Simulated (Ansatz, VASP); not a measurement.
## TaN: VASP beside Ansatz

Contents of INCAR:

```
  ALGO = Normal
  EDIFF = 1E-6
  ENCUT = 520
  GGA = PS
  ISIF = 2
  ISMEAR = 0
  LASPH = T
  LCHARG = F
  LREAL = F
  LWAVE = F
  NBANDS = 15
  NELM = 80
  PREC = Accurate
  SIGMA = 0.15
```

The input KPOINTS:

```
k-points
0
Gamma
  24 24 20
```

The input POSCAR:

```
TaN
1.0
    2.9239890448      0.0000000000      0.0000000000
   -1.4619945224      2.5322487931      0.0000000000
    0.0000000000      0.0000000000      3.1003858540
Ta N
1 1
Direct
    0.3333333333      0.6666666667      0.5000000000
    0.0000000000      0.0000000000      0.0000000000
```

Input for Ansatz:

```yaml
crystal:
  lattice:
    - [2.9239890448, 0.0, 0.0]
    - [-1.4619945224, 2.5322487931, 0.0]
    - [0.0, 0.0, 3.100385854]
  atoms:
    - { symbol: Ta, position: [0.3333333333, 0.6666666667, 0.5] }
    - { symbol: "N", position: [0.0, 0.0, 0.0] }
basis:
  ecutwfc: 420
kpoints:
  mp_grid: { grid: [24, 24, 20] }
hamiltonian:
  xc: pbesol
scf:
  occupations: { method: gaussian, width: 0.15 }
output:
  forces: true
  stress: true
  eigenvalues: true
```

Change from the starting cell: strain +0.000 along x and y, +0.080 along z, atoms carried along.

Alike in both runs: task single point; functional PBEsol; k mesh 24 × 24 × 20; occupations gaussian, width 0.15 eV; no spin polarisation.

```csv
,VASP,Ansatz
version,VASP 6.6.1,Ansatz 0.2.0
potentials or method,"VASP PAW PBE potentials, release 64 (Ta_pv, N)","scalar-relativistic, plane waves, PAW"
plane-wave cutoff (eV),520,420
valence electrons in the cell,16,18
```

```csv
,VASP,Ansatz,Ansatz less VASP
gap on the k mesh at the Fermi level (eV),none,none,-
pressure (GPa),-23.6,-24.1,-0.52
largest component of the traceless stress (GPa),29.93,30.01,+0.087
```

A gap of «none» marks a metal or a gap that the smearing closes. The two sets of potentials don't hold the same shells in valence.

Caveats: so large a pressure means that the cell lies far from this level's equilibrium, or that cutoff or potentials fall short (VASP); the potentials were made for another functional, which shifts forces and pressure (VASP). The runs have no spin-orbit coupling, so splittings on Ta are missing.
